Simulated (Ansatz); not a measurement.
The decay constant κ of evanescent states in the gap governs leakage through a thin film.

Data:

```
CELL_PARAMETERS angstrom
      4.10021     0.00000     0.00000
      0.00000     5.79857     0.00000
      2.05010     2.89928     2.05010
ATOMIC_POSITIONS crystal
  Sr 0.00000 0.00000 0.00000
  F  0.50000 0.75000 0.00000
  F  0.50000 0.25000 0.00000
```

The cell is taken as given.

Transport runs along the normal of the first two printed cell vectors, the (110) plane of the conventional cell.

No gap correction and no spin-orbit coupling; mid-gap is the computed energy nearest the middle.

Q: Estimate the band gap and the smallest decay constant κ at mid-gap that r2SCAN (Ansatz, a program for electronic structure) returns for this system.

A: Gap 7.58 eV on a 14×14×14 mesh; κ = 0.547 1/Å, at the zone centre.
